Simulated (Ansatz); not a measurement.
**RbBr in Ansatz: the effect of functional**

Crystal: RbBr.

```xyz
2
Lattice="0.0000 3.4942 3.4942 3.4942 0.0000 3.4942 3.4942 3.4942 0.0000" Properties=species:S:1:pos:R:3 pbc="T T T"
Rb    0.0000    0.0000    0.0000
Br    3.4942    3.4942    3.4942
```

The cell isn't the ideal one: volume scaled by 1.06.

Alike in all runs:

| Quantity | Value |
| --- | --- |
| Program | Ansatz 0.2.0 |
| Task | single point |
| Potentials or basis | Ansatz PAW |
| Cutoff | 420 eV (not typed: the program's choice for these potentials) |
| k mesh | 7 × 7 × 7 |
| Occupations | fermi-dirac, width 0.05 eV |
| Spin | no spin polarisation |

Task: One run gave: gap on the mesh 3.82 eV; pressure -1.8 GPa. Which functional did it use?
A. PBE
B. PBEsol
C. LDA

Result: C.

```csv
functional,gap on the mesh (eV),pressure (GPa)
LDA,3.82,-1.8
PBE,4.22,0.2
PBEsol,4.09,-0.7
```

Caveats: odd divisions of the mesh miss points on the zone boundary, where band edges often lie, so the gap on the mesh can be too wide; the PAW data sets come from PBE, with cores solved anew for the run's functional, which leaves a small shift of forces and pressure (some runs).

A k mesh can miss the band edges.
